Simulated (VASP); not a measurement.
# BP (F-43m): a series in a change of volume

How do the elastic response and the band edges of BP follow a change of volume?

Main program and level: VASP 6.6.1; LDA; plane waves and PAW (B, P), in the first sound run; inputs show where later runs differ.

Report form: the programs' logs are mostly left out.

## (1) Starting point

Symmetry: F-43m, No. 216, cubic system. Conventional cell: a = 4.538 Å, b = 4.538 Å, c = 4.538 Å, α = 90.00°, β = 90.00°, γ = 90.00°. B has 4 P at 1.97 Å nearest. P has 4 B at 1.97 Å nearest. Farther neighbours are not listed.

Structure file:

```xyz
2
Lattice="0.0000 2.2690 2.2690 2.2690 0.0000 2.2690 2.2690 2.2690 0.0000" Properties=species:S:1:pos:R:3 pbc="T T T"
B     0.0000    0.0000    0.0000
P     1.1345    1.1345    1.1345
```

## (2) Relax the crystal, LDA

The series starts from the cell that this level prefers, so that zero strain is near zero stress.

This step took 2 runs in a row; the last is shown.

Level: LDA; plane waves and PAW (B, P).

File INCAR:

```
SYSTEM = BP
PREC = Accurate
ENCUT = 480
EDIFF = 1E-07
NELM = 120
ISMEAR = 0
SIGMA = 0.02
LREAL = .FALSE.
ALGO = Normal
GGA = CA
NBANDS = 10
LASPH = .TRUE.
LORBIT = 11
LWAVE = .FALSE.
LCHARG = .FALSE.
KPAR = 16
IBRION = 2
NSW = 40
ISIF = 3
EDIFFG = -0.005
POTIM = 0.4
```

File POSCAR:

```
BP
1.0
    0.0000000000      2.2448005768      2.2448005768
    2.2448005768      0.0000000000      2.2448005768
    2.2448005768      2.2448005768      0.0000000000
B P
1 1
Direct
    0.0000000000      0.0000000000      0.0000000000
    0.2500000000      0.2500000000      0.2500000000
```

File KPOINTS:

```
Automatic mesh
0
Gamma
11 11 11
0 0 0
```

Potentials, in the order of the species: B and P (LDA family, release 64).

On the command line:

```sh
> mpirun -np 16 vasp_std
```

The job ended after 2.2 s (16 MPI ranks of Intel Xeon Platinum 8259CL at 2.50GHz (Skylake/Cascade Lake), shared host; peak memory 2 GiB; 22 s of CPU time).

This run gave:

```
energy(sigma→0) of the program : -14.3991 eV
stress, compression positive   : xx, yy, zz 0.00, 0.00, 0.00 GPa
volume                         : 22.624 Å³
ionic steps                    : 1
```

## (3) Relax at fixed volume, LDA

One member in full: the volume is scaled by 0.94, and the cell is held.

Level: LDA; plane waves and PAW (B, P).

INCAR: that of step 2 with these lines changed.

```diff
@@ -15,7 +15,8 @@
 LCHARG = .FALSE.
-KPAR = 16
+KPAR = 4
 IBRION = 2
 NSW = 40
-ISIF = 3
-EDIFFG = -0.005
+ISIF = 2
+EDIFFG = -0.004
 POTIM = 0.4
+MAXMIX = 40
```

File POSCAR:

```
BP
1.0
    0.0000000000      2.1989754619      2.1989754619
    2.1989754619      0.0000000000      2.1989754619
    2.1989754619      2.1989754619      0.0000000000
B P
1 1
Direct
    0.0000000000      0.0000000000      0.0000000000
    0.2500000000      0.2500000000      0.2500000000
```

KPOINTS is that of step 2.

On the command line:

```sh
> mpirun -np 4 vasp_std
```

It took 3.4 s on 4 MPI ranks; peak memory 0.46 GiB; 9.9 s of CPU time.

Read from the output:

- energy(sigma→0) of the program: -14.3494 eV
- stress, compression positive: xx, yy, zz 12.19, 12.19, 12.19 GPa
- ionic steps: 1

## (4) Band edges, HSE06

Short lines in KPOINTS_OPT sample the zone centre, for masses, and the other valleys.

Level: HSE06; plane waves and PAW (B, P).

File INCAR:

```
SYSTEM = BP
PREC = Accurate
ENCUT = 480
EDIFF = 1E-06
NELM = 100
ISMEAR = 0
SIGMA = 0.02
LREAL = .FALSE.
ALGO = Normal
LHFCALC = .TRUE.
AEXX = 0.25
GGA = PE
HFSCREEN = 0.2
LASPH = .TRUE.
NBANDS = 9
PRECFOCK = Fast
LWAVE = .FALSE.
LCHARG = .FALSE.
KPAR = 4
```

POSCAR is that of step 3.

File KPOINTS:

```
Automatic mesh
0
Gamma
6 6 6
0 0 0
```

File KPOINTS_OPT:

```
Line mode
6
Line-mode
Reciprocal
  0.00000000   0.00000000   0.00000000
  0.01749889   0.01749889   0.00000000

  0.00000000   0.00000000   0.00000000
 -0.00000000  -0.01749889  -0.01749889

  0.31000000   0.31000000   0.00000000
  0.50000000   0.50000000   0.00000000

  0.00000000   0.31000000   0.31000000
  0.00000000   0.50000000   0.50000000

  0.45000000   0.45000000   0.45000000
  0.50000000   0.50000000   0.50000000

  0.45000000   0.00000000   0.00000000
  0.50000000   0.00000000   0.00000000

  0.42500000   0.42500000   0.00000000
  0.42500000   0.44249889   0.01749889

  0.50000000   0.50000000   0.50000000
  0.48762642   0.51237358   0.50000000
```

On the command line:

```sh
> mpirun -np 4 vasp_std
```

Elapsed: 1.7 min, on 4 MPI ranks; peak memory 0.94 GiB; 5.5 min of CPU time.

This run gave:

* energy(sigma→0) of the program: -14.9050 eV

## (5) All members

Hybrid runs start from orbitals of a short LDA run, not shown.

Runs beyond LDA use the data sets made with LDA; this shifts their levels slightly, and their total energies have another zero.

The other members went through these steps as far as the tables show, with the same cutoff and, step by step, the same mesh; 26 runs are not shown. The session took 1.0 core hours (wall time by ranks) on a shared machine.

| volume over the relaxed volume | volume (Å³/atom) | pressure (GPa) | energy above the unstrained row (meV/atom) | gap on the mesh, LDA (eV) |
| --- | --- | --- | --- | --- |
| 0.940 | 10.633 | 12.185 | 24.834 | 1.079 |
| 0.955 | 10.803 | 8.806 | 13.675 | 1.105 |
| 0.970 | 10.973 | 5.661 | 5.978 | 1.129 |
| 0.985 | 11.142 | 2.732 | 1.489 | 1.153 |
| 1 | 11.312 | 0.005 | 0.000 | 1.176 |
| 1.015 | 11.482 | -2.535 | 1.290 | 1.198 |
| 1.030 | 11.651 | -4.899 | 5.190 | 1.220 |
| 1.045 | 11.821 | -7.102 | 11.494 | 1.241 |
| 1.060 | 11.991 | -9.151 | 20.051 | 1.261 |

A cubic of the pressure in ln(V/V₀) through all rows has the slope −B at V₀: B = 175 GPa, and its curvature gives B′ = 3.8.

Band edges at HSE06, counted from the valence-band top at Γ, with one row partly withheld:

```
volume over the relaxed volume  gap (eV)  conduction band at Γ (eV)  Δ or X valley along z (eV)  lowest conduction level at L, [111] (eV)  second valence level below the top (eV)  third valence level below the top (eV)
                         0.940     1.829                      4.526                       1.827                                     5.354                                    0.000                                   0.000
                         0.955     1.854                      4.494                       1.853                                     5.248                                    0.000                                   0.000
                         0.970     1.878                      4.463                       1.878                                     5.144                                    0.000                                   0.000
                         0.985     1.902                      4.435                       1.902                                     5.043                                    0.000                                   0.000
                             1     1.925                      4.408                       1.925                                     4.944                                    0.000                                   0.000
                         1.015     1.947                      4.382                       1.947                                     4.848                                    0.000                                   0.000
                         1.030         ?                      4.358                           ?                                     4.753                                    0.000                                   0.000
                         1.045     1.990                      4.335                       1.988                                     4.662                                    0.000                                   0.000
                         1.060     2.011                      4.314                       2.008                                     4.572                                    0.000                                   0.000
```

## (6) Working out the slope

The quantity to fit is the Δ or X valley above the valence top at HSE06: 1.827, 1.853, 1.878, 1.902, 1.925, 1.947, 1.988, 2.008 eV in the rows shown.

A least-squares parabola through the 8 rows shown, with u the logarithm of the volume ratio: E = − 1.249 u² + 1.500 u + 1.925 (eV), r.m.s. residual 6.4e-5 eV.

At u = 0.02956 this predicts 1.9681 eV.

## (7) The withheld row

The calculation gives 1.9680 eV, so the prediction is 0.0001 eV too high.

## (8) What came out

- bulk modulus: 175 GPa
- gap of the unstrained cell, HSE06: 1.93 eV
- dE/d ln V of the Δ or X valley above the valence top, HSE06: 1.50 eV
- error of the predicted row: 0.1 meV

**Reading.** At HSE06 the lowest conduction valley is Δ or X throughout, and the gap runs between 1.83 and 2.01 eV. Hole masses are left out throughout, since the top bands are degenerate or cross in many series; of conduction masses, those of the Γ, L and (for Si and Ge under (001) strain) Δ valleys are kept where they change by under an eighth between rows. HSE06 ran on a coarser mesh than the semilocal levels. Spin-orbit coupling is left out at HSE06, so the valence splittings there lack it. Δ or X levels are the lowest on their line, refined by a parabola unless they lie at X; the gap is read from all points sampled and can differ from the lowest valley by some meV, or by tens of meV where strain moves the valence top off Γ. Temperature, zero-point motion and excitons are left out.

[Lines on the potential files, build, host, timing and source positions are cut from VASP's logs without a mark.]

[Logs are printed without paths, hosts, clocks, repeated set-up lines and the standing remarks that a program may print on its own settings, such as how far it seeks lower states.]

[Hosts, paths, dates, database ids (printed as entryN), source tags and the programs' standing remarks are cut or masked in the printed files.]

[In band tables of VASP the shares of atoms and orbitals are scaled to a sum of 1 inside the atoms' spheres.]
